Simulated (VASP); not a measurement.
# Pd (Im-3m) in VASP: a series of runs

One crystal, Pd, is run at these levels: PBE; tasks: single point.

Program: VASP 6.6.1. These are calculated values, not measurements. Logs are shortened: lines on timing, memory, paths and dates and some standing lists are left out, and cuts for length are marked.

**1. Starting point**

The structure is cubic, space group Im-3m (No. 229). Conventional cell: a = 3.145 Å, b = 3.145 Å, c = 3.145 Å, α = 90.00°, β = 90.00°, γ = 90.00°. Pd (site symmetry m-3m) has 8 Pd at 2.72 Å as nearest neighbours.

This isn't the form of Pd at room conditions, which is fcc.

**2. Single point, PBE**

INCAR

```
SYSTEM = Pd
PREC = Accurate ; ENCUT = 520
EDIFF = 1E-6 ; ISMEAR = 0
SIGMA = 0.1 ; LREAL = .FALSE.
LASPH = .TRUE. ; NELM = 100
ALGO = Normal ; ISIF = 2
LWAVE = .FALSE. ; LCHARG = .FALSE.
GGA = PE ; ADDGRID = .FALSE.
```

KPOINTS

```
Automatic mesh
0
G
  18 18 18
  0 0 0
```

POSCAR

```
Pd
1.0
   -1.5345420000      1.5703810000      1.5719130000
    1.5565800000     -1.5514420000      1.5750130000
    1.5718420000      1.5887420000     -1.5529740000
Pd
1
Direct
    0.0275280000      0.0634310000      0.0341390000
```

Potentials or basis: VASP PAW PBE potentials, release 64 (Pd).

Started as:

```console
$ cat potpaw_PBE.64/Pd/POTCAR > POTCAR
$ mpirun -np 1 vasp_std > vasp.out
```

OUTCAR:

```text
SYSTEM = Pd
   PREC = Accurate
   ENCUT = 520
   EDIFF = 1E-6
   ISMEAR = 0
   LREAL = .FALSE.
   LASPH = .TRUE.
   NELM = 100
   ISIF = 2
   GGA = PE

 Found   2920 irreducible k-points:

 Following reciprocal coordinates:
            Coordinates               Weight
  0.000000  0.000000  0.000000      1.000000
  0.055556  0.000000  0.000000      2.000000
  0.111111  0.000000  0.000000      2.000000
  0.166667  0.000000  0.000000      2.000000
  0.222222  0.000000  0.000000      2.000000
  0.277778 -0.000000  0.000000      2.000000
   k-points           NKPTS =   2920   k-points in BZ     NKDIM =   2920   number of bands    NBANDS=      9
   number of dos      NEDOS =    301   number of ions     NIONS =      1
   total plane-waves  NPLWV =   8000
   dimension x,y,z NGX =    20 NGY =   20 NGZ =   20
   dimension x,y,z NGXF=    40 NGYF=   40 NGZF=   40
   ions per type =               1
   NGX,Y,Z   is equivalent  to a cutoff of  12.31, 12.30, 12.22 a.u.
   NGXF,Y,Z  is equivalent  to a cutoff of  24.63, 24.59, 24.43 a.u.
 SYSTEM =  Pd
   PREC   = accura    normal or accurate (medium, high low for compatibility)
   ISTART =      0    job   : 0-new  1-cont  2-samecut
   ICHARG =      2    charge: 1-file 2-atom 10-const
   ISPIN  =      1    spin polarized calculation?
   LNONCOLLINEAR =      F non collinear calculations
   LSORBIT =      F    spin-orbit coupling
   LASPH  =      T    aspherical Exc in radial PAW
   ENCUT  =  520.0 eV  38.22 Ry    6.18 a.u.   5.02  5.03  5.06*2*pi/ulx,y,z
   NELM   =    100;   NELMIN=  2; NELMDL= -5     # of ELM steps
   EDIFF  = 0.1E-05   stopping-criterion for ELM
   LREAL  =      F    real-space projection
   EDIFFG = 0.1E-04   stopping-criterion for IOM
   NSW    =      0    number of steps for IOM
   IBRION =     -1    ionic relax: 0-MD 1-quasi-New 2-CG
   NFREE  =      0    steps in history (QN), initial steepest desc. (CG)
   ISIF   =      2    stress and relaxation
   ISYM   =      2    0-nonsym 1-usesym 2-fastsym
   POTIM  = 0.5000    time-step for ionic-motion
   TEBEG  =    0.0;   TEEND  =   0.0 temperature during run
   PSTRESS=    0.0 pullay stress
   NELECT =      10.0000    total number of electrons
   NUPDOWN=      -1.0000    fix difference up-down
   EMIN   =  10.00;   EMAX   =-10.00  energy-range for DOS
   EFERMI =   0.00;   METHOD = LEGACY
   ISMEAR =     0;   SIGMA  =   0.10  broadening in eV -4-tet -1-fermi 0-gaus
   EFERMI_NEDOS =   21; number of points for ismear=-14 and -15
   IALGO  =     38    algorithm
   IMIX   =      4    mixing-type and parameters
     AMIX     =   0.40;   BMIX     =  1.00
     AMIX_MAG =   1.60;   BMIX_MAG =  1.00
  volume/ion in A,a.u.               =      15.55       104.92
  Fermi-wavevector in a.u.,A,eV,Ry     =   1.413160  2.670485 27.171118  1.997021
  Thomas-Fermi vector in A             =   2.534834
   LORBIT       =      0    0 simple, 1 ext, 2 COOP (PROOUT), +10 PAW based schemes
   GGA     = PE    functional components
   LHFCALC =     F    Hartree Fock is set to
   AEXX    =    0.0000 exact exchange contribution
   IVDW    =     0    specifies the selected vdW correction
   LEPSILON=     F    determine dielectric tensor
   LRPA    =     F    only Hartree local field effects (RPA)
 non-spin polarized calculation
 Gauss-broadening in eV      SIGMA  =   0.10
  energy-cutoff  :      520.00
  volume of cell :       15.55
 maximum number of plane-waves:       431
   NGX =  9   NGY =  9   NGZ = 11

 number of electron      10.0000000 magnetization

 Free energy of the ion-electron system (eV)
  ---------------------------------------------------
  ext. energy  EPLUGINS =         0.00000000
  ---------------------------------------------------
  free energy    TOTEN  =        -5.17464434 eV

  energy without entropy =       -5.16835181  energy(sigma->0) =       -5.17149808

 E-fermi :   8.9158     XC(G=0): -12.8529

 val. band max:        8.9148055750   @ k =   0.5000  -0.2222   0.3333
 cond. band min:       8.9158910472   @ k =   0.4444  -0.4444   0.4444
 fundamental gap:      0.0010854722
 Fermi energy:         8.9158129607

 k-point     1 :       0.0000    0.0000    0.0000
  band No.  band energies     occupation
      1       2.1897      2.00000
      2       6.0418      2.00000
      3       6.1364      2.00000
      4       6.3856      2.00000
      5       8.0107      2.00000
      6       8.0733      2.00000
      7      27.9464      0.00000
      8      28.0915      0.00000
      9      28.5288      0.00000

 k-point     2 :       0.0556    0.0000    0.0000
  band No.  band energies     occupation
      1       2.3011      2.00000
      2       6.0552      2.00000
      3       6.1145      2.00000
      4       6.4360      2.00000
      5       7.9715      2.00000
      6       8.0746      2.00000
      7      27.9033      0.00000
      8      28.0926      0.00000
      9      28.6137      0.00000

 k-point     3 :       0.1111    0.0000    0.0000
  band No.  band energies     occupation
      1       2.6239      2.00000
      2       5.9931      2.00000
      3       6.1201      2.00000
      4       6.6179      2.00000
      5       7.8756      2.00000
      6       8.0813      2.00000
      7      27.4940      0.00000
      8      28.0896      0.00000
      9      28.8991      0.00000

 k-point     4 :       0.1667    0.0000    0.0000
  band No.  band energies     occupation
      1       3.1139      2.00000
      2       5.8510      2.00000
      3       6.1515      2.00000
      4       6.9501      2.00000
      5       7.7793      2.00000
      6       8.0961      2.00000
      7      26.4257      0.00000
      8      27.7648      0.00000
      9      29.4207      0.00000

 k-point     5 :       0.2222    0.0000    0.0000
  band No.  band energies     occupation
      1       3.6593      2.00000
      2       5.6770      2.00000
      3       6.2695      2.00000
      4       7.4031      2.00000
      5       7.7364      2.00000
      6       8.1207      2.00000
      7      24.7052      0.00000
      8      27.0357      0.00000
      9      30.1151      0.00000

 k-point     6 :       0.2778   -0.0000    0.0000
  band No.  band energies     occupation
      1       4.0493      2.00000
      2       5.4964      2.00000
      3       6.6844      2.00000
      4       7.7597      2.00000
      5       7.9345      2.00000
      6       8.1549      2.00000
      7      22.6486      0.00000
      8      26.1407      0.00000
      9      30.2176      0.00000

 [... further k-points ...]

------------------------ aborting loop because EDIFF is reached ----------------------------------------

  FORCE on cell =-STRESS in cart. coord.  units (eV):
  Direction    XX          YY          ZZ          XY          YZ          ZX
  --------------------------------------------------------------------------------------
  -------------------------------------------------------------------------------------
  Total       -0.1301329     -0.1234483     -0.1226183     -0.1953268     -0.0875532     -0.1050028
  in kB      -13.4105650    -12.7216946    -12.6361646    -20.1289815     -9.0226068    -10.8208394
  external PRESSURE =     -12.9228081 kB  Pullay stress =       0.0000000 kB

 VOLUME and BASIS-vectors are now :
 -----------------------------------------------------------------------------
  energy-cutoff  :      520.00
  volume of cell :       15.55
      direct lattice vectors                 reciprocal lattice vectors
    -1.534542000  1.570381000  1.571913000    -0.005977961  0.314720194  0.315918219
     1.556580000 -1.551442000  1.575013000     0.317494029 -0.005640589  0.315580949
     1.571842000  1.588742000 -1.552974000     0.315948875  0.312837667 -0.004095334

 POSITION                                       TOTAL-FORCE (eV/Angst)
 -----------------------------------------------------------------------------------
      0.11015     -0.00094      0.09016         0.000000      0.000000      0.000000
 -----------------------------------------------------------------------------------
    total drift:                                0.000001      0.000007      0.000004

  FREE ENERGIE OF THE ION-ELECTRON SYSTEM (eV)
  ---------------------------------------------------
  free  energy   TOTEN  =        -5.1746443444 eV

  energy  without entropy=       -5.1683518076  energy(sigma->0) =       -5.17149808
```

Wall time 5.2 min (1 thread of Intel Xeon Platinum 8375C at 2.90GHz (Ice Lake), shared host); peak memory 0.53 GiB.

These settings aren't checked as converged: the numbers below hold their error.

Results:

```yaml
Free_energy: -5.1746 eV
Pressure: -1.3 GPa
Band_gap_on_the_k_mesh: none (metal or under the smearing width)
```

**3. Single point, PBE**

INCAR, as its differences from that of step 2:

```diff
@@ -1,3 +1,3 @@
 SYSTEM = Pd
-PREC = Accurate ; ENCUT = 520
+PREC = Accurate ; ENCUT = 900
 EDIFF = 1E-6 ; ISMEAR = 0
```

KPOINTS

```
Automatic mesh
0
G
  15 15 15
  0 0 0
```

POSCAR

```
Pd
1.0
   -1.5722810000      1.5722810000      1.5722810000
    1.5722810000     -1.5722810000      1.5722810000
    1.5722810000      1.5722810000     -1.5722810000
Pd
1
Direct
    0.0000000000      0.0000000000      0.0000000000
```

Potentials or basis: VASP PAW PBE potentials, release 64 (Pd).

Started as:

```console
$ cat potpaw_PBE.64/Pd/POTCAR > POTCAR
$ mpirun -np 1 vasp_std > vasp.out
```

OUTCAR:

```text
SYSTEM = Pd
   PREC = Accurate
   ENCUT = 900
   EDIFF = 1E-6
   ISMEAR = 0
   LREAL = .FALSE.
   LASPH = .TRUE.
   NELM = 100
   ISIF = 2
   GGA = PE

 Found    120 irreducible k-points:

 Following reciprocal coordinates:
            Coordinates               Weight
  0.000000  0.000000  0.000000      1.000000
  0.066667  0.000000  0.000000     12.000000
  0.133333  0.000000  0.000000     12.000000
  0.200000  0.000000  0.000000     12.000000
  0.266667  0.000000  0.000000     12.000000
  0.333333  0.000000  0.000000     12.000000
[... 147 lines left out ...]

------------------------ aborting loop because EDIFF is reached ----------------------------------------

  FORCE on cell =-STRESS in cart. coord.  units (eV):
  Direction    XX          YY          ZZ          XY          YZ          ZX
  --------------------------------------------------------------------------------------
  -------------------------------------------------------------------------------------
  Total       -0.1447897     -0.1447897     -0.1447897      0.0000000     -0.0000000      0.0000000
  in kB      -14.9209971    -14.9209971    -14.9209971      0.0000000     -0.0000000      0.0000000
  external PRESSURE =     -14.9209971 kB  Pullay stress =       0.0000000 kB

 VOLUME and BASIS-vectors are now :
 -----------------------------------------------------------------------------
  energy-cutoff  :      900.00
  volume of cell :       15.55
      direct lattice vectors                 reciprocal lattice vectors
    -1.572281000  1.572281000  1.572281000     0.000000000  0.318009313  0.318009313
     1.572281000 -1.572281000  1.572281000     0.318009313  0.000000000  0.318009313
     1.572281000  1.572281000 -1.572281000     0.318009313  0.318009313  0.000000000

 POSITION                                       TOTAL-FORCE (eV/Angst)
 -----------------------------------------------------------------------------------
      0.00000      0.00000      0.00000         0.000000      0.000000      0.000000
 -----------------------------------------------------------------------------------
    total drift:                               -0.000000     -0.000000     -0.000000

  FREE ENERGIE OF THE ION-ELECTRON SYSTEM (eV)
  ---------------------------------------------------
  free  energy   TOTEN  =        -5.1783834016 eV

  energy  without entropy=       -5.1716386929  energy(sigma->0) =       -5.17501105
```

OSZICAR:

```text
N       E                     dE             d eps       ncg     rms          rms(c)
DAV:   1     0.550814981322E+02    0.55081E+02   -0.74029E+03  2160   0.164E+03
DAV:   2    -0.486366684632E+01   -0.59945E+02   -0.58215E+02  2313   0.238E+02
DAV:   3    -0.542973812648E+01   -0.56607E+00   -0.55456E+00  2525   0.263E+01
DAV:   4    -0.543287347061E+01   -0.31353E-02   -0.31352E-02  2406   0.183E+00
DAV:   5    -0.543291722697E+01   -0.43756E-04   -0.43756E-04  2428   0.194E-01    0.657E+00
DAV:   6    -0.518934496646E+01    0.24357E+00   -0.11703E+00  2220   0.999E+00    0.322E+00
DAV:   7    -0.518137149383E+01    0.79735E-02   -0.60806E-03  2371   0.749E-01    0.174E+00
DAV:   8    -0.517838319267E+01    0.29883E-02   -0.97724E-04  2319   0.289E-01    0.491E-02
DAV:   9    -0.517838340160E+01   -0.20892E-06   -0.99527E-06  2515   0.320E-02
   1 F= -.51783834E+01 E0= -.51750110E+01  d E =-.674471E-02
```

stdout:

```text
POSCAR found type information on POSCAR Pd
 POSCAR found :  1 types and       1 ions
 scaLAPACK will be used
 LDA part: xc-table for (Slater+PW92), standard interpolation
 POSCAR, INCAR and KPOINTS ok, starting setup
 FFT: planning ... GRIDC
 FFT: planning ... GRID_SOFT
 FFT: planning ... GRID
 WAVECAR not read
 entering main loop
```

It took 41 s on 1 thread of Intel Xeon Platinum 8375C at 2.90GHz (Ice Lake), shared host; peak memory 0.19 GiB.

The run converged, but some of its settings lie outside the range that counts as converged, so its numbers aren't taken as properties of the crystal.

What came out:

* Free energy: -5.1784 eV
* Pressure: -1.5 GPa
* Band gap on the k mesh: none (metal or under the smearing width)

**4. Single point, PBE**

INCAR is that of step 3.

KPOINTS is that of step 3.

POSCAR

```
Pd
1.0
   -1.5345420000      1.5703810000      1.5719130000
    1.5565800000     -1.5514420000      1.5750130000
    1.5718420000      1.5887420000     -1.5529740000
Pd
1
Direct
    0.0275280000      0.0634310000      0.0341390000
```

Potentials or basis: VASP PAW PBE potentials, release 64 (Pd).

Started as:

```console
$ cat potpaw_PBE.64/Pd/POTCAR > POTCAR
$ mpirun -np 1 vasp_std > vasp.out
```

OUTCAR:

```text
SYSTEM = Pd
   PREC = Accurate
   ENCUT = 900
   EDIFF = 1E-6
   ISMEAR = 0
   LREAL = .FALSE.
   LASPH = .TRUE.
   NELM = 100
   ISIF = 2
   GGA = PE

 Found   1688 irreducible k-points:

 Following reciprocal coordinates:
            Coordinates               Weight
  0.000000  0.000000  0.000000      1.000000
  0.066667  0.000000  0.000000      2.000000
  0.133333  0.000000  0.000000      2.000000
  0.200000  0.000000  0.000000      2.000000
  0.266667  0.000000  0.000000      2.000000
  0.333333  0.000000  0.000000      2.000000
[... 147 lines left out ...]

------------------------ aborting loop because EDIFF is reached ----------------------------------------

  FORCE on cell =-STRESS in cart. coord.  units (eV):
  Direction    XX          YY          ZZ          XY          YZ          ZX
  --------------------------------------------------------------------------------------
  -------------------------------------------------------------------------------------
  Total       -0.1333730     -0.1142010     -0.1178211     -0.2041043     -0.0897265     -0.1082676
  in kB      -13.7444697    -11.7687343    -12.1417947    -21.0335325     -9.2465739    -11.1572812
  external PRESSURE =     -12.5516662 kB  Pullay stress =       0.0000000 kB

 VOLUME and BASIS-vectors are now :
 -----------------------------------------------------------------------------
  energy-cutoff  :      900.00
  volume of cell :       15.55
      direct lattice vectors                 reciprocal lattice vectors
    -1.534542000  1.570381000  1.571913000    -0.005977961  0.314720194  0.315918219
     1.556580000 -1.551442000  1.575013000     0.317494029 -0.005640589  0.315580949
     1.571842000  1.588742000 -1.552974000     0.315948875  0.312837667 -0.004095334

 POSITION                                       TOTAL-FORCE (eV/Angst)
 -----------------------------------------------------------------------------------
      0.11015     -0.00094      0.09016         0.000000      0.000000      0.000000
 -----------------------------------------------------------------------------------
    total drift:                               -0.000002     -0.000000      0.000001

  FREE ENERGIE OF THE ION-ELECTRON SYSTEM (eV)
  ---------------------------------------------------
  free  energy   TOTEN  =        -5.1746122004 eV

  energy  without entropy=       -5.1678031204  energy(sigma->0) =       -5.17120766
```

stdout:

```text
POSCAR found type information on POSCAR Pd
 POSCAR found :  1 types and       1 ions
 scaLAPACK will be used
 LDA part: xc-table for (Slater+PW92), standard interpolation
 POSCAR, INCAR and KPOINTS ok, starting setup
 FFT: planning ... GRIDC
 FFT: planning ... GRID_SOFT
 FFT: planning ... GRID
 WAVECAR not read
 entering main loop
```

It took 7.7 min on 1 thread of Intel Xeon Platinum 8375C at 2.90GHz (Ice Lake), shared host; peak memory 0.66 GiB.

These settings aren't checked as converged: the numbers below hold their error.

What came out:

```yaml
Free_energy: -5.1746 eV
Pressure: -1.3 GPa
Band_gap_on_the_k_mesh: none (metal or under the smearing width)
```

**5. Single point, PBE**

INCAR, as its differences from that of step 4:

```diff
@@ -1,3 +1,3 @@
 SYSTEM = Pd
-PREC = Accurate ; ENCUT = 900
+PREC = Accurate ; ENCUT = 650
 EDIFF = 1E-6 ; ISMEAR = 0
```

KPOINTS

```
Automatic mesh
0
G
  18 18 18
  0 0 0
```

POSCAR

```
Pd
1.0
   -1.5722810000      1.5722810000      1.5722810000
    1.5722810000     -1.5722810000      1.5722810000
    1.5722810000      1.5722810000     -1.5722810000
Pd
1
Direct
    0.0000000000      0.0000000000      0.0000000000
```

Started as:

```console
$ cat potpaw_PBE.64/Pd/POTCAR > POTCAR
$ mpirun -np 1 vasp_std > vasp.out
```

Run time: 30 s. Hardware: 1 thread of Intel Xeon Platinum 8375C at 2.90GHz (Ice Lake), shared host; peak memory 0.17 GiB.

The run converged, but some of its settings lie outside the range that counts as converged, so its numbers aren't taken as properties of the crystal.

What came out:

* Free energy: -5.1785 eV
* Pressure: -1.4 GPa
* Band gap on the k mesh: none (metal or under the smearing width)
